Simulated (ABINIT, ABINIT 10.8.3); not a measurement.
# Lattice constants of wurtzite GaN: PBEsol within 1 %, LDA and PBE close to the limit

## Experiment

The reference is the pair of lattice constants of bulk wurtzite GaN listed in the experimental column of Table I of "Vacancy defect in bulk and at (10$\overline{1}$0) surface of GaN: A combined first-principles theoretical and experimental analysis" (2017, arXiv:1710.05670): $a$ = 3.189 Å and $c$ = 5.186 Å. Both are quoted there from the literature, so they reach us at second hand, and neither temperature nor method of measurement is given with them. They agree with what is generally accepted for unstrained material at room temperature. Sample quality matters for this compound, because heteroepitaxial films are strained by their substrate and free carriers expand the lattice slightly; both effects are small beside the accuracy we aim at.

| compared with | measured | source's wording or label | method |
| --- | --- | --- | --- |
| a (Å) | 3.189 | a, Expt. column of Table I | quoted experimental value |
| c (Å) | 5.186 | c, Expt. column of Table I | quoted experimental value |

Conditions are those given with the value in the passage it was taken from; "not stated" means there, and the paper may say more elsewhere. The values are a selection: others may have been left out beforehand as unlike or outlying.

## Plan

We look for the cheapest level of theory that gives both $a$ and $c$ within 1 % of the reference, which is about 0.03 Å in $a$ and 0.05 Å in $c$. That is a useful limit for a cell on which defects or surfaces are to be built, since a larger strain would noticeably shift the band gap and the internal field of this polar crystal. It also leaves room for what a static calculation omits: zero-point motion and thermal expansion together lengthen the real lattice by roughly 0.2 to 0.3 %.

The model is the perfect four-atom cell, nonmagnetic, with cell and atomic positions relaxed in the space group $P6_3mc$. The starting cell comes from a database entry with $a$ = 3.180 Å and $c$ = 5.166 Å, some 0.3 to 0.4 % below the reference; it serves as a start only. We begin with LDA and a low plane-wave cutoff, then settle the cutoff and the k mesh, and change the functional if the converged result calls for it. The Ga 3d semicore states influence the lattice constants, so the atomic datasets need a check as well.

System: GaN (gallium nitride), wurtzite; P6_3mc (No. 186), 4 atoms in the primitive cell; the database structure is an entry taken as a start alone: a = 3.180 Å, c = 5.166 Å; structure from the Crystallography Open Database; note on this database entry: about 0.3 % short.

## 1. LDA at a low cutoff

LDA with PAW datasets is the least expensive description that can be expected to treat this semiconductor sensibly. It usually makes lattices too short by about 1 %, so the result should fall near the edge of the target. A cutoff of 14 Ha is low for nitrogen and for the Ga 3d shell, and we take this first cell as provisional.

**Run 1.** ABINIT 10.8.3: LDA, JTH PAW datasets, cell and atoms relaxed from the database structure, cutoff 14 Ha, 6x6x4 k mesh, Gaussian smearing 0.02 eV.

Key lines of the input:
```
# potential files: JTH PAW datasets, made for LDA
ecut 14
pawecutdg 28
ecutsm 0.5
dilatmx 1.06
optcell 2
ionmov 2
ntime 50
tolmxf 5.0d-5
ngkpt 6 6 4
shiftk 0.0 0.0 0.0
occopt 7
tsmear 0.02 eV
nband 23
nstep 80
tolvrs 1.0d-10
diemac 6
pseudos "Ga.xml, N.xml"
ntypat 2
znucl 31 7
natom 4
typat 1 1 2 2
# ... acell, rprim, xred
```

Command:
```
OMP_NUM_THREADS=1 mpirun -n 4 abinit run.abi > run.log
```

Selected lines of the output:
```
 At Broyd/MD step  11, gradients are converged :
-Cartesian components of stress tensor (GPa)         [Pressure= -3.5285E-03 GPa]
```

Converged; 49 s on 4 cores of Arm Neoverse V2, shared host.

| quantity | run 1 | measured | deviation |
| --- | --- | --- | --- |
| a (Å) | 3.140 | 3.189 | −0.049 (−1.5 %) |
| c (Å) | 5.147 | 5.186 | −0.039 (−0.8 %) |
| conventional cell volume (Å³) | 43.96 |  |  |
| final pressure (GPa) | −0.00353 |  |  |

At this cutoff $a$ comes out 1.5 % short, outside the target, while $c$ is 0.8 % short and inside it. The sign is the one usual for LDA. The relaxation itself has converged and the remaining pressure is negligible, but that says nothing about whether the basis is large enough, so the miss in $a$ can't yet be put down to the functional.

## 2. Raising the plane-wave cutoff

We repeat the relaxation at 20 and 26 Ha with everything else unchanged. Two higher cutoffs are needed, because a single one would show a shift without telling whether it has come to an end. At under a minute for the first run, both are affordable. We expect changes of some thousandths of an ångström or more from 14 to 20 Ha and much less beyond.

**Run 2.** ABINIT 10.8.3: LDA, JTH PAW datasets, cell and atoms relaxed from the database structure, cutoff 20 Ha, 6x6x4 k mesh, Gaussian smearing 0.02 eV.

Key lines of the input, as changed from run 1:
```diff
- ecut 14
- pawecutdg 28
+ ecut 20
+ pawecutdg 40
```

Selected lines of the output:
```
            acell      5.9545453883E+00  5.9545453817E+00  9.7065543768E+00 Bohr
```

Converged; 74 s of wall time.

**Run 3.** ABINIT 10.8.3: LDA, JTH PAW datasets, cell and atoms relaxed from the database structure, cutoff 26 Ha, 6x6x4 k mesh, Gaussian smearing 0.02 eV.

Key lines of the input, as changed from run 1:
```diff
- ecut 14
- pawecutdg 28
+ ecut 26
+ pawecutdg 52
```

Selected lines of the output:
```
            acell      5.9577549972E+00  5.9577549907E+00  9.7116323706E+00 Bohr
```

Converged; 46 s on 4 cores of AMD EPYC 9R45 96, shared host.

| quantity | run 2 | run 3 | measured |
| --- | --- | --- | --- |
| a (Å) | 3.151 | 3.153 | 3.189 |
| c (Å) | 5.136 | 5.139 | 5.186 |
| conventional cell volume (Å³) | 44.17 | 44.24 |  |
| final pressure (GPa) | 0.00260 | 0.00218 |  |

From 14 to 20 Ha, $a$ grows by 0.011 Å while $c$ shrinks by the same amount, so the low cutoff had distorted the shape of the cell as well as its size. The step from 20 to 26 Ha moves them by only 0.002 and 0.003 Å. At 26 Ha $a$ is still 1.1 % short, a narrow miss, and $c$ is 0.9 % short, a narrow pass. The distance of $a$ from the limit is about 0.004 Å, small enough for the k mesh or the atomic datasets to matter.

## 3. Mesh and potentials under LDA

Two checks bear on this narrow miss before we change the functional. One repeats the 20 Ha relaxation on a 9x9x6 mesh, where we expect almost no change in a wide-gap semiconductor. The other replaces the PAW datasets by PseudoDojo norm-conserving potentials, which need a much higher cutoff, here 42 Ha. It tests the description of the atoms, to which a crystal with shallow Ga 3d states is sensitive, and could shift $a$ by some thousandths of an ångström.

**Run 4.** ABINIT 10.8.3: LDA, JTH PAW datasets, cell and atoms relaxed from the database structure, cutoff 20 Ha, 9x9x6 k mesh, Gaussian smearing 0.02 eV.

Key lines of the input, as changed from run 2:
```diff
- ngkpt 6 6 4
+ ngkpt 9 9 6
```

Selected lines of the output:
```
            acell      5.9549970656E+00  5.9549970591E+00  9.7146804585E+00 Bohr
```

Converged; 72 s of wall time.

**Run 5.** ABINIT 10.8.3: LDA, PseudoDojo norm-conserving potentials, cell and atoms relaxed from the database structure, cutoff 42 Ha, 6x6x4 k mesh, Gaussian smearing 0.02 eV.

Key lines of the input, as changed from run 1:
```diff
- # potential files: JTH PAW datasets, made for LDA
- ecut 14
- pawecutdg 28
+ # potential files: PseudoDojo norm-conserving potentials, made for LDA
+ ecut 42
- pseudos "Ga.xml, N.xml"
+ pseudos "Ga.upf, N.upf"
```

Selected lines of the output:
```
            acell      5.9534438684E+00  5.9534438618E+00  9.7038077740E+00 Bohr
```

Converged; 84 s of wall time.

| quantity | run 4 | run 5 | measured |
| --- | --- | --- | --- |
| a (Å) | 3.151 | 3.150 | 3.189 |
| c (Å) | 5.141 | 5.135 | 5.186 |
| conventional cell volume (Å³) | 44.21 | 44.14 |  |
| final pressure (GPa) | −0.00234 | 0.00205 |  |

The denser mesh leaves $a$ at 3.151 Å and lengthens $c$ by 0.004 to 0.005 Å, more than we expected for a semiconductor but only about 0.1 %. With norm-conserving potentials $a$ is 3.150 Å and $c$ 5.135 Å, each within 0.002 Å of the 20 Ha PAW result on the same mesh and within about 0.004 Å of the better converged 26 Ha one. Convergence of the norm-conserving run with cutoff is not shown in this report. Two different constructions of the atoms thus agree, and the PAW datasets are unlikely to be the reason for the short $a$.

LDA therefore misses the target narrowly in $a$, by 1.1 to 1.2 % at cutoffs of 20 Ha and above, and passes narrowly in $c$. The shortening in both directions has the sign and size usual for this functional.

## 4. PBEsol at the settled cutoff

A gradient correction is the next step, and it adds little to the cost of a relaxation. We take PBEsol, which was designed for the equilibrium lattices of solids and should remove most of the LDA shortening without the overshoot typical of PBE. A cutoff of 20 Ha and the 6x6x4 mesh suffice, since the changes seen under LDA beyond these settings were about 0.1 % or less. The datasets are those made for PBE, a small inconsistency for a functional so closely related. We expect both constants within about half a per cent of the reference.

**Run 6.** ABINIT 10.8.3: PBEsol, JTH PAW datasets, cell and atoms relaxed from the database structure, cutoff 20 Ha, 6x6x4 k mesh, Gaussian smearing 0.02 eV; PBE datasets.

Key lines of the input, as changed from run 2:
```diff
- # potential files: JTH PAW datasets, made for LDA
+ # potential files: JTH PAW datasets, made for PBE
+ ixc -116133
```

Selected lines of the output:
```
-Cartesian components of stress tensor (GPa)         [Pressure=  9.2420E-03 GPa]
            acell      6.0252201207E+00  6.0252201140E+00  9.8118651026E+00 Bohr
```

Converged; 66 s on 4 cores of Arm Neoverse V2, shared host.

| quantity | run 6 | measured | deviation |
| --- | --- | --- | --- |
| a (Å) | 3.188 | 3.189 | −0.001 (−0.0 %) |
| c (Å) | 5.192 | 5.186 | +0.006 (+0.1 %) |
| conventional cell volume (Å³) | 45.71 |  |  |
| final pressure (GPa) | 0.00924 |  |  |

PBEsol meets the target in both directions: $a$ is 0.001 Å below the reference and $c$ 0.006 Å above it. Relative to LDA at the same cutoff and mesh, $a$ has grown by 0.037 Å and $c$ by 0.056 Å. The datasets changed together with the functional, so these shifts aren't due to the exchange-correlation term alone. The margin to the 1 % limits is several times larger than any change seen under LDA between 20 and 26 Ha or between the two meshes, though those tests were made for LDA and carry over only as a guide.

## 5. Two neighbouring gradient-corrected functionals

The PBEsol result rests on datasets made for PBE. We therefore run PBE itself, where functional and datasets match, and the Wu-Cohen functional, which like PBEsol is aimed at solids and uses the same PBE datasets. Neither is a direct test of the frozen cores under PBEsol, but they show whether the result fits the usual order of these functionals. We expect Wu-Cohen to fall close to PBEsol, and PBE to give a lattice about 1 % too long, near the limit of the target. All three are of the same kind and should cost about the same.

**Run 7.** ABINIT 10.8.3: PBE, JTH PAW datasets, cell and atoms relaxed from the database structure, cutoff 20 Ha, 6x6x4 k mesh, Gaussian smearing 0.02 eV.

Key lines of the input, as changed from run 6:
```diff
- ixc -116133
```

Selected lines of the output:
```
            acell      6.0898275541E+00  6.0898275474E+00  9.9131437304E+00 Bohr
```

Converged; 43 s on 4 cores of AMD EPYC 9R45 96, shared host.

**Run 8.** ABINIT 10.8.3: Wu-Cohen GGA, JTH PAW datasets, cell and atoms relaxed from the database structure, cutoff 20 Ha, 6x6x4 k mesh, Gaussian smearing 0.02 eV; PBE datasets.

Key lines of the input, as changed from run 7:
```diff
+ ixc 23
```

Selected lines of the output:
```
            acell      6.0241561380E+00  6.0241561314E+00  9.8125397074E+00 Bohr
```

Converged; 38 s of wall time.

| quantity | run 7 | run 8 | measured |
| --- | --- | --- | --- |
| a (Å) | 3.223 | 3.188 | 3.189 |
| c (Å) | 5.246 | 5.193 | 5.186 |
| conventional cell volume (Å³) | 47.18 | 45.70 |  |
| final pressure (GPa) | 0.00839 | 0.00889 |  |

Wu-Cohen gives the same $a$ as PBEsol, 3.188 Å, and a $c$ only 0.001 Å longer, so it meets the target equally well. PBE overshoots by 1.1 % in $a$ and 1.2 % in $c$, a narrow miss in both, although it is the functional for which the datasets were made. Both results are in line with what we expected.

These three runs share datasets, cutoff and mesh, so the difference of about 0.035 Å in $a$ between PBEsol and PBE comes from the change of functional, together with whatever the mismatch of the PBE datasets contributes under PBEsol. The agreement of PBEsol with Wu-Cohen supports the PBEsol cell, but it can't exclude an error common to both from the PBE datasets. Such an error would have to reach about 0.03 Å in $a$ to overturn the pass, which we consider unlikely for functionals so close to PBE. A dispersion correction to PBE would add a further ingredient without answering that question, and a level that meets the target at the cost of a plain gradient-corrected relaxation is already in hand. We end the calculations here.

## Summary of runs

| run | settings | a (Å) | deviation | c (Å) | deviation | cost |
| --- | --- | --- | --- | --- | --- | --- |
| 1 | LDA, JTH PAW datasets, cutoff 14 Ha, 6x6x4 k mesh | 3.140 | −0.049 (−1.5 %) | 5.147 | −0.039 (−0.8 %) | 3.3 core-min |
| 2 | LDA, JTH PAW datasets, cutoff 20 Ha, 6x6x4 k mesh | 3.151 | −0.038 (−1.2 %) | 5.136 | −0.050 (−1.0 %) | 4.9 core-min |
| 3 | LDA, JTH PAW datasets, cutoff 26 Ha, 6x6x4 k mesh | 3.153 | −0.036 (−1.1 %) | 5.139 | −0.047 (−0.9 %) | 3.1 core-min |
| 4 | LDA, JTH PAW datasets, cutoff 20 Ha, 9x9x6 k mesh | 3.151 | −0.038 (−1.2 %) | 5.141 | −0.045 (−0.9 %) | 4.8 core-min |
| 5 | LDA, PseudoDojo norm-conserving potentials, cutoff 42 Ha, 6x6x4 k mesh | 3.150 | −0.039 (−1.2 %) | 5.135 | −0.051 (−1.0 %) | 5.6 core-min |
| 6 | PBEsol, JTH PAW datasets, cutoff 20 Ha, 6x6x4 k mesh, PBE datasets | 3.188 | −0.001 (−0.0 %) | 5.192 | +0.006 (+0.1 %) | 4.4 core-min |
| 7 | PBE, JTH PAW datasets, cutoff 20 Ha, 6x6x4 k mesh | 3.223 | +0.034 (+1.1 %) | 5.246 | +0.060 (+1.2 %) | 2.9 core-min |
| 8 | Wu-Cohen GGA, JTH PAW datasets, cutoff 20 Ha, 6x6x4 k mesh, PBE datasets | 3.188 | −0.001 (−0.0 %) | 5.193 | +0.007 (+0.1 %) | 2.6 core-min |
|  | measured | 3.189 |  | 5.186 |  |  |

Further runs on the same system, made beside this series (convergence steps with loose settings among them):

| further | settings | a (Å) | deviation | c (Å) | deviation | cost |
| --- | --- | --- | --- | --- | --- | --- |
| F1 | PBE+D3(BJ), JTH PAW datasets, cutoff 20 Ha, 6x6x4 k mesh | 3.201 | +0.012 (+0.4 %) | 5.211 | +0.025 (+0.5 %) | 3.1 core-min |
| F2 | BLYP, JTH PAW datasets, cutoff 20 Ha, 6x6x4 k mesh, PBE datasets | 3.252 | +0.063 (+2.0 %) | 5.308 | +0.122 (+2.3 %) | 3.5 core-min |
| F3 | LDA, JTH PAW datasets, cutoff 20 Ha, 6x6x2 k mesh | 3.149 | −0.040 (−1.3 %) | 5.141 | −0.045 (−0.9 %) | 2.8 core-min |
|  | measured | 3.189 |  | 5.186 |  |  |

## Verdict

PBEsol at 20 Ha meets the target, with $a$ 0.001 Å below the reference and $c$ 0.006 Å above it, for 4.4 core-minutes. Wu-Cohen gives practically the same cell, and PBE with the D3(BJ) correction also passes, with both constants about half a per cent long. The recorded costs of the three differ by less than a factor of two, and the series ran on different processors and shared hosts, so they don't single out one as the cheapest.

The near-exact $a$ from PBEsol owes something to cancellation. Taking the estimated 0.2 to 0.3 % for thermal and zero-point expansion off the reference, which we take to be a room-temperature lattice, leaves the static PBEsol cell too long by about that much in $a$ and slightly more in $c$. This small residual, to which the functional, the PBE datasets and the remaining convergence error may all contribute, lies well inside the target.

The same allowance matters more for LDA. Its narrow miss in $a$ would shrink to about the limit or just inside it, so LDA misses the target as set, against the measured values, but with this rough allowance it would be a borderline case. PBE misses narrowly in both constants, and with the allowance its overshoot would grow. BLYP is long by 2.0 % in $a$ and 2.3 % in $c$. This functional usually overestimates the lattices of solids, and the PBE datasets, which suit it poorly, may add to the error.

Raising the cutoff from 14 to 20 Ha was worthwhile, because the lower value distorted the shape of the cell. The norm-conserving potentials, at a single cutoff, indicated that the short LDA lattice isn't peculiar to the PAW datasets. The denser mesh changed little and decided nothing.

For PBEsol itself, convergence with cutoff and mesh and the effect of the PBE datasets are not shown in this report. The LDA tests suggest that the first two are small, and the wide margin makes a reversal unlikely. The reference is quoted at second hand, but its agreement with the accepted lattice constants gives no reason to doubt it at the 1 % level.

[Logs are printed without paths, hosts, clocks, repeated set-up lines and the standing remarks that a program may print on its own settings, such as how far it seeks lower states.]

[The runs shown are a pick from a larger set of finished runs; failed, doubtful and other runs were left out of it ahead of writing. So were measured values far from every level or from commonly accepted values, and agreement can look better than it is. Lines of input and output are excerpts and may be shortened.]
